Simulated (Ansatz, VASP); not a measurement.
This is a calculation of Sb for VASP 6.6.1.

File INCAR:

```
SYSTEM = Sb
PREC = Accurate ; ENCUT = 520
EDIFF = 1E-7 ; ISMEAR = -1
SIGMA = 0.05 ; LREAL = .False.
LASPH = .True. ; NELM = 80
ALGO = Normal ; ISIF = 2
LWAVE = .False. ; LCHARG = .False.
GGA = PS ; NBANDS = 8
```

Contents of KPOINTS:

```
regular mesh
0
Gamma
  12 12 12
  0 0 0
```

POSCAR

```
Sb
1.0
   -1.5775790000      1.5802120000      2.7118280000
    1.5669920000     -1.5442780000      2.6847840000
    1.6042890000      1.5709880000     -2.6909380000
Sb
1
Direct
    0.0177470000      0.0046650000      0.0170070000
```

Potentials or basis: VASP PAW PBE potentials, release 64 (Sb).

Launch:

```sh
$ cat potpaw_PBE.64/Sb/POTCAR > POTCAR
$ mpirun -np 1 vasp_std > vasp.out
```

Task: Set up the same calculation for Ansatz 0.2.0. Potentials there: Ansatz PAW.

Result: As run (the cutoff follows the program's own potentials):

Contents of input.yaml:

```yaml
crystal:
  lattice:
    - [-1.577579, 1.580212, 2.711828]
    - [1.566992, -1.544278, 2.684784]
    - [1.604289, 1.570988, -2.690938]
  atoms:
    - { symbol: Sb, position: [0.017747, 0.004665, 0.017007] }
hamiltonian:
  xc: pbesol
  pseudopotentials: { kind: paw }
kpoints:
  mp_grid: { grid: [12, 12, 12] }
scf:
  occupations: { method: fermi_dirac, width: 0.05 }
output:
  forces: true
  stress: true
  eigenvalues: true
```

Potentials or basis: Ansatz PAW.

Run with:

```sh
$ ansatz run input.yaml --threads 1 --pin off --max-ram 3584MiB --backend cpu --events-out ev --progress --plain --runs-dir out
```

Both were run:

|  | VASP | Ansatz | Ansatz less VASP |
| --- | --- | --- | --- |
| gap on the k mesh at the Fermi level (eV) | none | none | - |
| pressure (GPa) | -1.3 | -1.4 | -0.01 |
| largest component of the traceless stress (GPa) | 0.59 | 0.57 | -0.023 |

A gap of «none» marks a metal or a gap that the smearing closes. The functional is the same, so the differences come from potentials, cutoffs and numerics. The two sets of potentials don't hold the same shells in valence.

Caveats: the PAW data sets were made with another functional, which shifts forces and pressure a little (VASP); the PAW data sets come from PBE, with cores solved anew for the run's functional, which leaves a small shift of forces and pressure (Ansatz). Spin-orbit coupling is left out, which matters for the levels of Sb.
